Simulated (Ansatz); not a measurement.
Input and command of a calculation in Ansatz (plane waves; scalar-relativistic PAW potentials unless the input names others):

```yaml
crystal:
  lattice:
    - [0.0, 2.6799390578, 2.6799390578]
    - [2.6799390578, 0.0, 2.6799390578]
    - [2.6799390578, 2.6799390578, 0.0]
  atoms:
    - { symbol: Co, position: [0.0, 0.0, 0.0] }
    - { symbol: Si, position: [0.25, 0.25, 0.25] }
    - { symbol: Si, position: [0.75, 0.75, 0.75] }
basis:
  ecutwfc: 420
kpoints:
  mp_grid: { grid: [14, 14, 14] }
hamiltonian:
  xc: pbe
scf:
  occupations: { method: gaussian, width: 0.15 }
output:
  forces: true
  eigenvalues: true
  stress: true
```

```bash
ansatz run input.yaml --threads 1 --pin off --max-ram 2560MiB --backend cpu --events-out ev --progress --plain --runs-dir out
```

Abridged log:
```
Basis set: ecut = 420 eV, 749 PW (Γ), exchange–correlation on 54×54×54 points (8 copies of the dense FFT grid, shifted against one another)
Bands: 17, of which v1, the nominal top of the filled ones, is band 13 counted from 1 (12 counted from 0)
Symmetry: 48 space group operations
k-points: 104 of 2744
SCF iter   1: F=—  HF=-6399.182085 eV  |F-HF|=—  |Δ(HF+E_count)|=         —  Δρ=6.33e-3  dr2=1.54e-2  ethr=1.77e-3  ⟨swp⟩=5.0  Hψ=8997  notcnv=0
SCF iter   2: F=—  HF=-6399.181340 eV  |F-HF|=—  |Δ(HF+E_count)|=   7.45e-4  Δρ=3.27e-3  dr2=5.06e-3  ethr=6.15e-5  ⟨swp⟩=1.0  Hψ=2602  notcnv=0
SCF iter   3: F=—  HF=-6399.181159 eV  |F-HF|=—  |Δ(HF+E_count)|=   1.82e-4  Δρ=9.18e-4  dr2=2.27e-4  ethr=2.02e-5  ⟨swp⟩=1.8  Hψ=2262  notcnv=0
SCF iter   4: F=—  HF=-6399.181222 eV  |F-HF|=—  |Δ(HF+E_count)|=   6.35e-5  Δρ=5.07e-4  dr2=7.55e-5  ethr=9.06e-7  ⟨swp⟩=2.3  Hψ=2821  notcnv=0
SCF iter   5: F=—  HF=-6399.181223 eV  |F-HF|=—  |Δ(HF+E_count)|=   4.62e-7  Δρ=1.16e-4  dr2=6.21e-6  ethr=3.02e-7  ⟨swp⟩=2.0  Hψ=2330  notcnv=0
SCF iter   6: F=—  HF=-6399.181227 eV  |F-HF|=—  |Δ(HF+E_count)|=   4.05e-6  Δρ=1.36e-4  dr2=4.72e-6  ethr=2.48e-8  ⟨swp⟩=2.5  Hψ=2608  notcnv=0
SCF iter   7: F=—  HF=-6399.181227 eV  |F-HF|=—  |Δ(HF+E_count)|=   1.35e-7  Δρ=2.23e-5  dr2=1.55e-7  ethr=1.89e-8  ⟨swp⟩=2.3  Hψ=2418  notcnv=0
SCF iter   8: F=-6399.181226 eV  HF=-6399.181227 eV  |F-HF|=1.57e-8  |Δ(HF+E_count)|=   7.65e-9  Δρ=8.98e-6  dr2=1.93e-8  ethr=4.00e-10  ⟨swp⟩=4.8  Hψ=5956  notcnv=0
SCF 1 converged in 8 iterations: F = -6399.181226 eV  dr2 = 1.93e-8
SCF converged after 8 iterations
Free energy (F): -6399.181226 eV
Harris-Foulkes:  -6399.181227 eV  (|F-HF|=1.57e-8)
Internal energy: -6399.169982 eV  (E = F + TS)
E sigma→0 (E₀):  -6399.175604 eV
Entropy (-TS):   -0.011245 eV (-3.748 meV/atom)
Fermi energy:    12.853570 eV
--- Forces (eV/Å), atoms counted from 1 ---
  atom   1  Co     0.00000000     0.00000000     0.00000000
  atom   2  Si     0.00000000     0.00000000     0.00000000
  atom   3  Si     0.00000000     0.00000000     0.00000000
--- Stress (GPa, compression-positive) ---
        0.013070       0.000000       0.000000
        0.000000       0.013070       0.000000
        0.000000       0.000000       0.013070
  P = ⅓ Tr σ = 0.0131 GPa (0.131 kbar)
```

Apart from outputs and empty bands, the input differs from a reference run on usual settings in kpoints.mp_grid.grid: [18, 18, 18] → [14, 14, 14]. The reference, at the same geometry, gave pressure 0.01 GPa, largest force 0.000 eV/Å, no gap on the mesh. This run converged in 8 SCF iterations (reference: 8) with an energy at zero smearing 0.22 meV/atom below the reference's, pressure 0.01 GPa, largest force 0.000 eV/Å, no gap on the mesh. Its k mesh is looser than usual, yet energy, pressure and forces hardly moved.

Time: 3.4 s on 1 thread of AMD EPYC 7R43 64-Core Processor (Zen 3) (shared host), peak memory 0.38 GiB.